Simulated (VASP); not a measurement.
## SnO$_{2}$ in VASP 6.6.1, single-point calculation

INCAR

```
PREC = Accurate
IBRION = -1
GGA = PE
EDIFF = 1E-7
NELM = 56
LASPH = .TRUE.
ISMEAR = -5
ENCUT = 520
LWAVE = .FALSE.
LREAL = .FALSE.
NBANDS = 20
SIGMA = 0.5
NSW = 0
LCHARG = .FALSE.
ISIF = 2
```

KPOINTS

```
KPOINTS created by Atomic Simulation Environment
0
Gamma
8 8 8
0 0 0
```

POSCAR

```
Sn O
 1.0000000000000000
    -0.0000000000000000    2.5334669702819435    2.5334669702819435
     2.5334669702819435   -0.0000000000000000    2.5334669702819435
     2.5334669702819435    2.5334669702819435   -0.0000000000000000
 Sn  O
   1   2
Cartesian
  0.0000000000000000  0.0000000000000000  0.0000000000000000
  1.2667334851409717  1.2667334851409717  1.2667334851409717
  3.8002004554229152  3.8002004554229152  3.8002004554229152
```

The recommended PBE PAW datasets give the neutral cell 26 valence electrons.

Command

```
mpirun -np 1 vasp_std
```

OSZICAR

```
N       E                     dE             d eps       ncg     rms          rms(c)
DAV:   1     0.252234061114E+03    0.25223E+03   -0.13569E+04  1212   0.205E+03
DAV:   2     0.450621210556E+01   -0.24773E+03   -0.23658E+03  1264   0.507E+02
DAV:   3    -0.203868805836E+02   -0.24893E+02   -0.24634E+02  1348   0.135E+02
DAV:   4    -0.210577837657E+02   -0.67090E+00   -0.67031E+00  1300   0.232E+01
DAV:   5    -0.210723326448E+02   -0.14549E-01   -0.14547E-01  1432   0.354E+00    0.110E+01
DAV:   6    -0.178559225940E+02    0.32164E+01   -0.10995E+01  1756   0.568E+01    0.392E+00
DAV:   7    -0.178814452755E+02   -0.25523E-01   -0.67561E-01  1244   0.589E+00    0.196E+00
DAV:   8    -0.178682521500E+02    0.13193E-01   -0.64103E-02  1292   0.256E+00    0.363E-01
DAV:   9    -0.178663862433E+02    0.18659E-02   -0.10869E-02  1708   0.164E+00    0.828E-02
DAV:  10    -0.178669026959E+02   -0.51645E-03   -0.13296E-03  1248   0.368E-01    0.196E-02
DAV:  11    -0.178669072247E+02   -0.45289E-05   -0.43073E-05  1576   0.955E-02    0.137E-02
DAV:  12    -0.178669082679E+02   -0.10432E-05   -0.60624E-06  1260   0.200E-02    0.383E-03
DAV:  13    -0.178669082083E+02    0.59631E-07   -0.10846E-06  1308   0.122E-02    0.111E-03
DAV:  14    -0.178669082698E+02   -0.61541E-07   -0.62289E-08  1080   0.331E-03
   1 F= -.17866908E+02 E0= -.17866908E+02  d E =0.000000E+00
```

From OUTCAR

```
k-points           NKPTS =     29   k-points in BZ     NKDIM =     29   number of bands    NBANDS=     20

   NELECT =      26.0000    total number of electrons

   dimension x,y,z NGX =    28 NGY =   28 NGZ =   28
   dimension x,y,z NGXF=    56 NGYF=   56 NGZF=   56

  energy-cutoff  :      520.00
  volume of cell :       32.52
      direct lattice vectors                 reciprocal lattice vectors
     0.000000000  2.533466970  2.533466970    -0.197358010  0.197358010  0.197358010
     2.533466970  0.000000000  2.533466970     0.197358010 -0.197358010  0.197358010
     2.533466970  2.533466970  0.000000000     0.197358010  0.197358010 -0.197358010

 k-points in reciprocal lattice and weights: KPOINTS created by Atomic Simulation Env
   0.00000000  0.00000000  0.00000000       0.002
   0.12500000  0.00000000  0.00000000       0.016
   0.25000000  0.00000000  0.00000000       0.016
   0.37500000  0.00000000  0.00000000       0.016
   0.50000000  0.00000000  0.00000000       0.008
   0.12500000  0.12500000  0.00000000       0.012
   0.25000000  0.12500000  0.00000000       0.047
   0.37500000  0.12500000  0.00000000       0.047
   ...

 E-fermi :   8.1724

 k-point     1 :       0.0000    0.0000    0.0000
  band No.  band energies     occupation
      1     -12.5270      2.00000
      2     -12.5270      2.00000
      3     -12.5270      2.00000
      4     -12.3690      2.00000
      5     -12.3690      2.00000
      6     -11.6959      2.00000
      7      -7.7411      2.00000
      8       5.1049      2.00000
      9       5.1049      2.00000
     10       5.1049      2.00000
     11       6.6390      2.00000
     12       6.6390      2.00000
     13       6.6390      2.00000
     14       8.3179      0.00000
     15      15.1690      0.00000
     16      15.1690      0.00000
     17      15.1690      0.00000
     18      21.5598      0.00000
     19      23.3672      0.00000
     20      23.3672      0.00000

 k-point     2 :       0.1250    0.0000    0.0000
  band No.  band energies     occupation
      1     -12.5956      2.00000
      2     -12.5144      2.00000
      3     -12.5144      2.00000
      4     -12.3694      2.00000
      5     -12.3694      2.00000
      6     -11.5278      2.00000
      7      -7.7291      2.00000
      8       4.5350      2.00000
      9       5.0214      2.00000
     10       5.0214      2.00000
     11       5.7430      2.00000
     12       6.5297      2.00000
     13       6.5297      2.00000
     14       9.6450      0.00000
     15      15.0379      0.00000
     16      15.5624      0.00000
     17      15.5624      0.00000
     18      22.6256      0.00000
     19      23.4147      0.00000
     20      23.4147      0.00000

 k-point     3 :       0.2500    0.0000    0.0000
  band No.  band energies     occupation
      1     -12.7792      2.00000
      2     -12.4908      2.00000
      3     -12.4908      2.00000
      4     -12.3631      2.00000
      5     -12.3631      2.00000
      6     -11.0004      2.00000
      7      -7.8278      2.00000
      8       3.2987      2.00000
      9       4.8367      2.00000
     10       4.8367      2.00000
     11       4.9446      2.00000
     12       6.2680      2.00000
     13       6.2680      2.00000
     14      11.3633      0.00000
     15      15.1631      0.00000
     16      16.6000      0.00000
     17      16.6000      0.00000
     18      23.5237      0.00000
     19      23.5237      0.00000
     20      24.3242      0.00000

 ...

  Total        2.0279953      2.0279953      2.0279953      0.0000000     -0.0000000     -0.0000000
  in kB       99.9083523     99.9083523     99.9083523      0.0000000     -0.0000000     -0.0000000
  external PRESSURE =      99.9083523 kB  Pullay stress =       0.0000000 kB

 POSITION                                       TOTAL-FORCE (eV/Angst)
 -----------------------------------------------------------------------------------
      0.00000      0.00000      0.00000        -0.000000     -0.000000     -0.000000
      1.26673      1.26673      1.26673        -0.000000     -0.000000     -0.000000
      3.80020      3.80020      3.80020         0.000000      0.000000      0.000000
 -----------------------------------------------------------------------------------
    total drift:                                0.000000     -0.000000      0.000000

  FREE ENERGIE OF THE ION-ELECTRON SYSTEM (eV)
  ---------------------------------------------------
  free  energy   TOTEN  =       -17.8669082698 eV

  energy  without entropy=      -17.8669082698  energy(sigma->0) =      -17.86690827
```

It converged. Results: gap between bands v and c on the k mesh 0.28 eV; least direct gap on the k mesh 1.68 eV; pressure 10.0 GPa. Band v is the last that the valence electrons fill when counted band by band, and c is the next.

For comparison, a separate PBE run of the intended cell, on usual settings and not on those above, gives a gap of 0.28 eV on its mesh and a pressure of 10.0 GPa.

The run above took about 19 s on one core of a shared host (Intel Xeon Platinum 8488C) and held 0.16 GiB at most.
